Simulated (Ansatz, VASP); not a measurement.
# One calculation of TaS2, two programs

The input INCAR:

```
SYSTEM = TaS2
  PREC = Accurate
  ENCUT = 520
  EDIFF = 1E-7
  ISMEAR = -1
  SIGMA = 0.05
  LREAL = .False.
  LASPH = .True.
  NELM = 60
  ALGO = Normal
  ISIF = 2
  LWAVE = .False.
  LCHARG = .False.
  GGA = PE
  NBANDS = 18
```

KPOINTS

```
Automatic mesh
0
Gamma
  9 9 5
  0 0 0
```

The input POSCAR:

```
TaS2
1.0
    3.3940840028      0.0000000000      0.0000000000
   -1.6970420014      2.9393629690      0.0000000000
    0.0000000000      0.0000000000      5.9371141064
Ta S
1 2
Direct
    0.0000000000      0.0000000000      0.0000000000
    0.6666666667      0.3333333333      0.7500000000
    0.3333333333      0.6666666667      0.2500000000
```

input.yaml

```yaml
crystal:
  lattice:
    - [3.3940840028, 0.0, 0.0]
    - [-1.6970420014, 2.939362969, 0.0]
    - [0.0, 0.0, 5.9371141064]
  atoms:
    - { symbol: Ta, position: [0.0, 0.0, 0.0] }
    - { symbol: S, position: [0.6666666667, 0.3333333333, 0.75] }
    - { symbol: S, position: [0.3333333333, 0.6666666667, 0.25] }
hamiltonian:
  xc: pbe
  pseudopotentials: { kind: paw }
kpoints:
  mp_grid: { grid: [9, 9, 5] }
scf:
  occupations: { method: fermi_dirac, width: 0.05 }
output:
  forces: true
  stress: true
  eigenvalues: true
```

Change from the starting cell: volume scaled by 1.04.

Alike in both runs: task single point; functional PBE; k mesh 9 × 9 × 5; occupations fermi-dirac, width 0.05 eV; no spin polarisation.

|  | VASP | Ansatz |
| --- | --- | --- |
| version | VASP 6.6.1 | Ansatz 0.2.0 |
| potentials or method | VASP PAW PBE potentials, release 64 (Ta_pv, S) | Ansatz PAW |
| plane-wave cutoff (eV) | 520 | 420 |
| valence electrons in the cell | 23 | 25 |

Ansatz gave:

| Property | Result |
| --- | --- |
| gap on the k mesh at the Fermi level (eV) | none |
| pressure (GPa) | 3.4 |
| largest component of the traceless stress (GPa) | 3.07 |
| rms of the force components (eV/Å) | 0.272 |

Question: What did VASP give for the same quantities?

Answer: gap on the k mesh at the Fermi level (eV): none; pressure (GPa): 3.3; largest component of the traceless stress (GPa): 3.12; rms of the force components (eV/Å): 0.276.

Atom by atom the forces differ by 0.004 eV/Å (rms over components). A gap of «none» marks a metal or a gap that the smearing closes. The two sets of potentials don't hold the same shells in valence.

Caveats: this functional lacks dispersion, which binds the layers, so the pressure and a relaxed spacing across them are unreliable. The runs have no spin-orbit coupling, so splittings on Ta are missing.
